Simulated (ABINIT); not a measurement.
# CdS (Hawleyite) (F-43m) in ABINIT: settings compared

Aim: see how the results for CdS (Hawleyite) move with the level of theory and the settings. Levels: HCTH407, LDA, BLYP, rPW86PBE. Tasks: band structure, equation of state.

Everything below comes from runs of ABINIT 10.8.3 (patched build). Logs are shortened: lines on timing, memory, paths and dates and some standing lists are left out, and cuts for length are marked. The log counts tension as positive stress, the text compression.

## Step 1: Starting point

It takes space group F-43m (No. 216, cubic). The conventional cell has a = 5.833 Å, b = 5.833 Å, c = 5.833 Å, α = 90.00°, β = 90.00°, γ = 90.00°. Around Cd (site symmetry -43m) lie 4 S at 2.53 Å. S (site symmetry -43m) has 4 Cd at 2.53 Å as nearest neighbours.

## Step 2: Band structure, HCTH407

File run.abi:

```
# Datasets: ground state, then fixed potential
ndtset 2

# Pseudopotentials
pp_dirpath "./"
pseudos "Cd.GGA_PBE-JTH.xml, S.GGA_PBE-JTH.xml"

# Structure
acell 7.7942771716 7.7942771716 7.7942771716
rprim
     0.0000000000     0.7071067812     0.7071067812
     0.7071067812     0.0000000000     0.7071067812
     0.7071067812     0.7071067812     0.0000000000
ntypat 2
znucl 48 16
natom 2
typat 1 2
xred
     0.0000000000     0.0000000000     0.0000000000
     0.7500000000     0.7500000000     0.7500000000

# Plane-wave basis
ecut 22.0
pawecutdg 44.0

# Exchange and correlation
ixc 27

# Bands and occupations
occopt 3
tsmear 0.05 eV

# SCF cycle
nstep 100

# Output
iomode 3
prtwf 0
prteig 0
prtebands 0
prtden1 1

# Dataset 1
kptopt1 1
ngkpt1 8 8 8
nshiftk1 1
shiftk1 0.0 0.0 0.0
nband1 13
tolvrs1 1.0e-9

# Dataset 2: bands along G-X-W-K-G-L-U-W-L-K
iscf2 -2
getden2 1
nband2 19
nbdbuf2 4
tolwfr2 1.0e-11
kptopt2 -9
ndivsm2 6
prteig2 1
kptbounds2
     0.0000000000     0.0000000000     0.0000000000
     0.5000000000     0.0000000000     0.5000000000
     0.5000000000     0.2500000000     0.7500000000
     0.3750000000     0.3750000000     0.7500000000
     0.0000000000     0.0000000000     0.0000000000
     0.5000000000     0.5000000000     0.5000000000
     0.6250000000     0.2500000000     0.6250000000
     0.5000000000     0.2500000000     0.7500000000
     0.5000000000     0.5000000000     0.5000000000
     0.3750000000     0.3750000000     0.7500000000
```

Potentials or basis: JTH PAW PBE v2.0.

On the command line:

```bash
> abinit run.abi > log 2>&1
```

run.abo:

```text
.Version 10.8.3 of ABINIT
 DATASET    1 : space group F-4 3 m (#216); Bravais cF (face-center cubic)
================================================================================
 Values of the parameters that define the memory need for DATASET  1.
     intxc =       0    ionmov =       0      iscf =       7    lmnmax =      18
     lnmax =       6     mgfft =      36  mpssoang =       3    mqgrid =    3001
     natom =       2  nloc_mem =       2    nspden =       1   nspinor =       1
    nsppol =       1      nsym =      24    n1xccc =       1    ntypat =       2
    occopt =       3   xclevel =       2
       mpw =        1666          nfft =       46656          nkpt =          29
 PAW method is used; the additional fine FFT grid is defined by:
   mgfftf=        48    nfftf =    110592
================================================================================
================================================================================

 DATASET    2 : space group F-4 3 m (#216); Bravais cF (face-center cubic)
================================================================================
 Values of the parameters that define the memory need for DATASET  2.
     intxc =       0    ionmov =       0      iscf =      -2    lmnmax =      18
     lnmax =       6     mgfft =      36  mpssoang =       3    mqgrid =    3001
     natom =       2  nloc_mem =       2    nspden =       1   nspinor =       1
    nsppol =       1      nsym =      24    n1xccc =       1    ntypat =       2
    occopt =       3   xclevel =       2
       mpw =        1673          nfft =       46656          nkpt =         103
 PAW method is used; the additional fine FFT grid is defined by:
   mgfftf=        48    nfftf =    110592
================================================================================
================================================================================

--------------------------------------------------------------------------------
------------- Echo of variables that govern the present computation ------------
--------------------------------------------------------------------------------
 -outvars: echo values of preprocessed input variables --------
            acell      7.7942771716E+00  7.7942771716E+00  7.7942771716E+00 Bohr
              amu      1.12411000E+02  3.20660000E+01
             ecut      2.20000000E+01 Hartree
           getden1          0
           getden2          1
             iscf1          7
             iscf2         -2
                       outvar_i_n : Printing only first  50 k-points.
              ixc          27
           jdtset        1    2
                       outvar_i_n : Printing only first  50 k-points.
           kptopt1          1
           kptopt2         -9
         kptrlatt        8    0    0      0    8    0      0    0    8
          kptrlen1     6.23542174E+01
          kptrlen2     3.00000000E+01
            natom           2
            nband1         13
            nband2         19
           nbdbuf1          0
           nbdbuf2          4
           ndtset           2
           ndivsm1          0
           ndivsm2          6
            ngfft          36      36      36
          ngfftdg          48      48      48
             nkpt1         29
             nkpt2        103
            nstep         100
             nsym          24
           ntypat           2
           occopt           3
        pawecutdg      4.40000000E+01 Hartree
         pawxcdev           0
        prtebands           0
           prteig1          0
           prteig2          1
            prtwf           0
            rprim      0.0000000000E+00  7.0710678120E-01  7.0710678120E-01
                       7.0710678120E-01  0.0000000000E+00  7.0710678120E-01
                       7.0710678120E-01  7.0710678120E-01  0.0000000000E+00
           shiftk1     0.00000000E+00  0.00000000E+00  0.00000000E+00
           shiftk2     5.00000000E-01  5.00000000E-01  5.00000000E-01
          spgroup         216
           tolvrs1     1.00000000E-09
           tolvrs2     0.00000000E+00
           tolwfr1     0.00000000E+00
           tolwfr2     1.00000000E-11
           tsmear      1.83746611E-03 Hartree
            typat      1  2
           useylm           1
[... 273 lines left out ...]
--------------------------------------------------------------------------------

================================================================================
 Non-SCF case, kpt    1 (  0.00000  0.00000  0.00000), residuals and eigenvalues=
  7.16E-12  3.27E-12  2.55E-12  5.46E-12  5.70E-12  7.94E-12  4.57E-12  2.36E-12
  3.26E-12  6.07E-12  4.48E-12  2.54E-12  8.26E-12  2.19E-12  6.50E-12  9.83E-12
  4.40E-12  5.60E-12  6.03E-10
 -3.2360E-01 -1.7003E-01 -1.7003E-01 -1.7003E-01 -1.5473E-01 -1.5473E-01
  1.2543E-01  1.2543E-01  1.2543E-01  1.8556E-01  3.7764E-01  3.7764E-01
  3.7764E-01  5.5131E-01  5.5131E-01  5.7436E-01  6.3919E-01  6.3919E-01
  6.3919E-01
 Non-SCF case, kpt    2 (  0.02941  0.00000  0.02941), residuals and eigenvalues=
  8.62E-12  2.75E-12  6.88E-12  3.87E-12  7.28E-12  9.59E-12  5.83E-12  3.73E-12
  2.78E-12  9.72E-12  4.96E-12  1.25E-12  3.85E-12  5.59E-12  7.96E-12  6.83E-12
[... 799 lines left out ...]
  8.19E-12  6.46E-12  7.05E-12  9.33E-12  7.07E-12  4.47E-12  8.30E-12  6.61E-10
  5.29E-09  1.53E-08  3.30E-09
 -3.0625E-01 -1.6345E-01 -1.6105E-01 -1.5692E-01 -1.5342E-01 -1.3283E-01
 -1.2108E-02  3.9638E-02  7.5723E-02  2.9915E-01  3.4332E-01  4.5079E-01
  4.6079E-01  4.9640E-01  5.6660E-01  6.5404E-01  6.9264E-01  7.0096E-01
  7.4287E-01
 Non-SCF case, kpt  103 (  0.37500  0.37500  0.75000), residuals and eigenvalues=
  8.10E-12  8.40E-12  1.81E-12  2.89E-12  4.60E-12  9.68E-12  9.06E-12  6.84E-12
  4.20E-12  9.97E-12  8.97E-12  4.83E-12  6.70E-12  7.53E-12  6.90E-12  2.87E-10
  7.68E-09  6.13E-09  4.74E-08
 -3.0603E-01 -1.6321E-01 -1.6062E-01 -1.5730E-01 -1.5323E-01 -1.3266E-01
 -1.2143E-02  3.9747E-02  7.3207E-02  2.9761E-01  3.3801E-01  4.5855E-01
  4.6850E-01  4.9342E-01  5.7103E-01  6.5143E-01  6.8242E-01  7.0253E-01
  7.5262E-01

--- !ResultsGS
iteration_state: {dtset: 2, }
comment   : Summary of ground state results
lattice_vectors:
- [  0.0000000,   5.5113862,   5.5113862, ]
- [  5.5113862,   0.0000000,   5.5113862, ]
- [  5.5113862,   5.5113862,   0.0000000, ]
lattice_lengths: [   7.79428,    7.79428,    7.79428, ]
lattice_angles: [ 60.000,  60.000,  60.000, ] # degrees, (23, 13, 12)
lattice_volume:   3.3482088E+02
convergence: {deltae:  0.000E+00, res2:  0.000E+00, residm:  9.996E-12, diffor:  0.000E+00, }
etotal    :  -5.84349415E+01
entropy   :   0.00000000E+00
fermie    :   1.56997832E-01
cartesian_stress_tensor: null
pressure_GPa: null
xred      :
- [  0.0000E+00,   0.0000E+00,   0.0000E+00, Cd]
- [  7.5000E-01,   7.5000E-01,   7.5000E-01,  S]
cartesian_forces: null
force_length_stats: {min: null, max: null, mean: null, }
...

 Integrated electronic density in atomic spheres:
 ------------------------------------------------
 Atom  Sphere_radius  Integrated_density
    1        2.50234         10.50724071
    2        1.90380          3.64949186

================================================================================

 ----iterations are completed or convergence reached----

 Mean square residual over all n,k,spin=   60.319E-13; max=  99.959E-13
 reduced coordinates (array xred) for    2 atoms
       0.000000000000      0.000000000000      0.000000000000
       0.750000000000      0.750000000000      0.750000000000

 cartesian coordinates (angstrom) at end:
    1      0.00000000000000     0.00000000000000     0.00000000000000
    2      4.37474999712710     4.37474999712710     4.37474999712710
 length scales=  7.794277171600  7.794277171600  7.794277171600 bohr
              =  4.124553851874  4.124553851874  4.124553851874 angstroms
 Eigenvalues (hartree) for nkpt= 103  k points:
 kpt#   1, nband= 19, wtk=  1.00000, kpt=  0.0000  0.0000  0.0000 (reduced coord)
  -0.32360   -0.17003   -0.17003   -0.17003   -0.15473   -0.15473    0.12543    0.12543
   0.12543    0.18556    0.37764    0.37764    0.37764    0.55131    0.55131    0.57436
   0.63919    0.63919    0.63919
 kpt#   2, nband= 19, wtk=  1.00000, kpt=  0.0294  0.0000  0.0294 (reduced coord)
  -0.32344   -0.16995   -0.16995   -0.16992   -0.15476   -0.15471    0.12251    0.12477
   0.12477    0.18873    0.37610    0.37857    0.37857    0.54716    0.55147    0.57692
   0.64031    0.64031    0.64116
 kpt#   3, nband= 19, wtk=  1.00000, kpt=  0.0588  0.0000  0.0588 (reduced coord)
  -0.32297   -0.16970   -0.16970   -0.16959   -0.15485   -0.15464    0.11510    0.12281
   0.12281    0.19684    0.37177    0.38136    0.38136    0.53635    0.55198    0.58445
   0.64365    0.64365    0.64590
 kpt#   4, nband= 19, wtk=  1.00000, kpt=  0.0882  0.0000  0.0882 (reduced coord)
  -0.32220   -0.16930   -0.16930   -0.16904   -0.15499   -0.15452    0.10537    0.11968
   0.11968    0.20767    0.36525    0.38590    0.38590    0.52201    0.55282    0.59635
   0.64918    0.64918    0.65176
 kpt#   5, nband= 19, wtk=  1.00000, kpt=  0.1176  0.0000  0.1176 (reduced coord)
[... 381 lines left out ...]
   0.08218    0.29836    0.35193    0.43303    0.44127    0.51690    0.56517    0.63976
   0.68794    0.70398    0.72584
 kpt# 101, nband= 19, wtk=  1.00000, kpt=  0.4000  0.4000  0.7000 (reduced coord)
  -0.30662   -0.16377   -0.16164   -0.15652   -0.15355   -0.13349   -0.01278    0.04248
   0.07877    0.29977    0.34785    0.44084    0.45146    0.50537    0.56474    0.64909
   0.70018    0.70022    0.72923
 kpt# 102, nband= 19, wtk=  1.00000, kpt=  0.3875  0.3875  0.7250 (reduced coord)
  -0.30625   -0.16345   -0.16105   -0.15692   -0.15342   -0.13283   -0.01211    0.03964
   0.07572    0.29915    0.34332    0.45079    0.46079    0.49640    0.56660    0.65404
   0.69264    0.70096    0.74287
 kpt# 103, nband= 19, wtk=  1.00000, kpt=  0.3750  0.3750  0.7500 (reduced coord)
  -0.30603   -0.16321   -0.16062   -0.15730   -0.15323   -0.13266   -0.01214    0.03975
   0.07321    0.29761    0.33801    0.45855    0.46850    0.49342    0.57103    0.65143
   0.68242    0.70253    0.75262

== END DATASET(S) ==============================================================
================================================================================

 -outvars: echo values of variables after computation  --------
            acell      7.7942771716E+00  7.7942771716E+00  7.7942771716E+00 Bohr
           etotal1    -5.8434941471E+01
            fcart1     3.0535026768E-30 -8.4751724439E-47 -3.0535026768E-30
                      -3.0535026768E-30  8.4751724439E-47  3.0535026768E-30
            rprim      0.0000000000E+00  7.0710678120E-01  7.0710678120E-01
                       7.0710678120E-01  0.0000000000E+00  7.0710678120E-01
                       7.0710678120E-01  7.0710678120E-01  0.0000000000E+00
           strten1    -1.7546819448E-04 -1.7546819448E-04 -1.7546819448E-04
                       0.0000000000E+00  0.0000000000E+00  0.0000000000E+00
           xangst      0.0000000000E+00  0.0000000000E+00  0.0000000000E+00
                       4.3747499971E+00  4.3747499971E+00  4.3747499971E+00
             xred      0.0000000000E+00  0.0000000000E+00  0.0000000000E+00
                       7.5000000000E-01  7.5000000000E-01  7.5000000000E-01
 Calculation completed.
```

Wall time 3.6 min (1 thread of Intel Xeon at 2.70GHz, shared host); peak memory 0.16 GiB.

Results:

```
Free energy                                           : -1590.0958 eV
Pressure                                              : 5.2 GPa
Band gap on the k mesh                                : 1.64 eV, direct
Band gap along the path                               : 1.64 eV, direct
Valence electrons inside the program's atomic spheres : Cd 10.51; S 3.65
```

Levels at the corners of the path, in eV from the valence-band top:
| point | band 7 | band 8 | band 9 | band 10 | band 11 | band 12 |
| --- | --- | --- | --- | --- | --- | --- |
| Γ | 0.00 | 0.00 | 0.00 | 1.64 | 6.86 | 6.86 |
| X | -3.79 | -1.75 | -1.75 | 4.17 | 4.66 | 9.78 |
| W | -3.71 | -2.06 | -2.04 | 5.58 | 5.96 | 7.67 |
| K | -3.74 | -2.33 | -1.42 | 4.69 | 5.78 | 9.06 |
| Γ | 0.00 | 0.00 | 0.00 | 1.64 | 6.86 | 6.86 |
| L | -4.14 | -0.70 | -0.70 | 3.41 | 7.35 | 7.35 |
| U | -3.74 | -2.33 | -1.42 | 4.69 | 5.78 | 9.06 |
| W | -3.71 | -2.06 | -2.04 | 5.58 | 5.96 | 7.67 |
| L | -4.14 | -0.70 | -0.70 | 3.41 | 7.35 | 7.35 |
| K | -3.74 | -2.33 | -1.42 | 4.69 | 5.78 | 9.06 |

Caveat: the PAW data sets were made with another functional, which shifts forces and pressure a little.

## Step 3: Band structure, LDA

run.abi, as its differences from that of step 2:

```diff
@@ -5,10 +5,10 @@
 pp_dirpath "./"
-pseudos "Cd.GGA_PBE-JTH.xml, S.GGA_PBE-JTH.xml"
+pseudos "Cd.hgh, S.hgh"
 
 # Structure
-acell 7.7942771716 7.7942771716 7.7942771716
+acell 3*1.0 Angstrom
 rprim
-     0.0000000000     0.7071067812     0.7071067812
-     0.7071067812     0.0000000000     0.7071067812
-     0.7071067812     0.7071067812     0.0000000000
+     0.0000000000     2.9165000000     2.9165000000
+     2.9165000000     0.0000000000     2.9165000000
+     2.9165000000     2.9165000000     0.0000000000
 ntypat 2
@@ -22,7 +22,6 @@
 # Plane-wave basis
-ecut 22.0
-pawecutdg 44.0
+ecut 28.0
 
 # Exchange and correlation
-ixc 27
+ixc 7
 
@@ -30,3 +29,3 @@
 occopt 3
-tsmear 0.05 eV
+tsmear 0.00183747
 
@@ -40,2 +39,3 @@
 prtebands 0
+enunit 1
 prtden1 1
@@ -47,4 +47,4 @@
 shiftk1 0.0 0.0 0.0
-nband1 13
-tolvrs1 1.0e-9
+nband1 8
+tolvrs1 1.0e-10
 
@@ -53,3 +53,3 @@
 getden2 1
-nband2 19
+nband2 14
 nbdbuf2 4
```

Potentials or basis: HGH LDA.

On the command line:

```bash
> abinit run.abi > log 2>&1
```

It took 63 s on 1 thread of Intel Xeon at 2.70GHz, shared host; peak memory 0.12 GiB.

The run converged. Its results:

```
Free energy                                           : -308.7689 eV
Pressure                                              : -13.1 GPa
Band gap on the k mesh                                : 1.64 eV, direct
Band gap along the path                               : 1.64 eV, direct
Valence electrons inside the program's atomic spheres : Cd 0.37; S 3.86
```

Levels at the corners of the path, in eV from the valence-band top:
```
point  band 2  band 3  band 4  band 5  band 6  band 7
    Γ    0.00    0.00    0.00    1.64    6.92    6.92
    X   -3.78   -1.60   -1.60    3.71    4.62    9.71
    W   -3.54   -2.13   -1.96    5.66    5.98    7.64
    K   -3.61   -2.36   -1.31    4.47    5.91    8.75
    Γ    0.00    0.00    0.00    1.64    6.92    6.92
    L   -4.07   -0.62   -0.62    3.41    7.29    7.29
    U   -3.61   -2.36   -1.31    4.47    5.91    8.75
    W   -3.54   -2.13   -1.96    5.66    5.98    7.64
    L   -4.07   -0.62   -0.62    3.41    7.29    7.29
    K   -3.61   -2.36   -1.31    4.47    5.91    8.75
```

Caveat: HGH potentials are hard and often keep d shells in the core, so these values are rough. A hybrid or GW would open this gap; LDA tends to underestimate it.

(Part 1 of 2 ends here.)
